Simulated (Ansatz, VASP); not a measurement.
One calculation of LiF, two programs

Contents of INCAR:

```
PREC = Accurate ; ENCUT = 520
EDIFF = 1E-8 ; ISMEAR = -1
SIGMA = 0.03 ; LREAL = F
LASPH = T ; NELM = 100
ALGO = Normal ; ISIF = 2
LWAVE = F ; LCHARG = F
GGA = CA ; LEFG = T
NBANDS = 12
```

Contents of KPOINTS:

```
Automatic mesh
0
Gamma
  10 10 10
```

File POSCAR:

```
LiF
1.0
    0.0000000000      2.0004828142      2.0004828142
    2.0004828142      0.0000000000      2.0004828142
    2.0004828142      2.0004828142      0.0000000000
Li F
1 1
Direct
    0.0000000000      0.0000000000      0.0000000000
    0.5000000000      0.5000000000      0.5000000000
```

Input for Ansatz:

```yaml
crystal:
  lattice:
    - [0.0, 2.0004828142, 2.0004828142]
    - [2.0004828142, 0.0, 2.0004828142]
    - [2.0004828142, 2.0004828142, 0.0]
  atoms:
    - { symbol: Li, position: [0.0, 0.0, 0.0] }
    - { symbol: F, position: [0.5, 0.5, 0.5] }
kpoints:
  mp_grid: { grid: [10, 10, 10] }
scf:
  occupations: { method: fermi_dirac, width: 0.03 }
hamiltonian:
  xc: lda
  pseudopotentials: { kind: all_electron, datasets: crystal }
output:
  forces: true
  stress: true
  eigenvalues: true
  efg: { contact_densities: true }
```

Change from the starting cell: volume scaled by 0.98, crystal datasets.

Alike in both runs: task electric field gradients; functional LDA; k mesh 10 × 10 × 10; occupations fermi-dirac, width 0.03 eV; no spin polarisation.

|  | VASP | Ansatz |
| --- | --- | --- |
| version | VASP 6.6.1 | Ansatz 0.2.0 |
| potentials or method | VASP PAW LDA potentials, release 64 (Li_sv, F) | all-electron PAW with datasets made for the crystal, scalar-relativistic |
| plane-wave cutoff (eV) | 520 | see its input |

```csv
,VASP,Ansatz,Ansatz less VASP
gap on the k mesh at the Fermi level (eV),9.02,9.00,-0.018
Vzz of the field gradient on the site that differs most (V/Å²),0.0,0.0,0.00
```

Ansatz ran all-electron here, so the differences hold the error of VASP's frozen core and of both bases.

 A k mesh can miss the band edges.
